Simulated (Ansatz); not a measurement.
# TaAs: changing the Hubbard U on Ta d

It takes space group I4_1md (No. 109, tetragonal). Conventional cell: a = 3.444 Å, b = 3.444 Å, c = 11.736 Å, α = 90.00°, β = 90.00°, γ = 90.00°. Ta (site symmetry 2mm) has 6 As at 2.61 to 2.62 Å as nearest neighbours. As (site symmetry 2mm) is surrounded by 6 Ta at 2.61 to 2.62 Å.

The cell is a database's computed one, not the measured one.

Kept alike: task band structure; functional PBEsol; k mesh 11 × 11 × 11; occupations fermi-dirac, width 0.05 eV; no spin polarisation. Program: Ansatz, Ansatz PAW, cutoff 420 eV. The mesh is that of the run's cell of 4 atoms. No spin-orbit coupling.

```tsv
Hubbard U on Ta d, U (eV)	pressure (GPa)
0	-3.82
1	-3.33
2	?
3	-2.24
4	-1.63
5	-0.95
6	-0.07
```

Pressure is positive in compression, with a Pulay correction for the finite cutoff. U acts here on a shell without spin polarisation. For a metal such a mesh leaves the last digits unconverged. How U acts hangs on the program's projectors. All rows use potentials made for PBE. U is the effective U - J on orthogonalised atomic projectors. Double counting: fully localised limit (the default).

Q: Fit the rows shown and predict the run at 2 eV.

A: A least-squares parabola through the rows shown is pressure = 0.03501 U² + 0.4052 U - 3.797 (largest miss 0.054); at U = 2 it gives -2.85 GPa. The run gave: pressure -2.81 GPa.
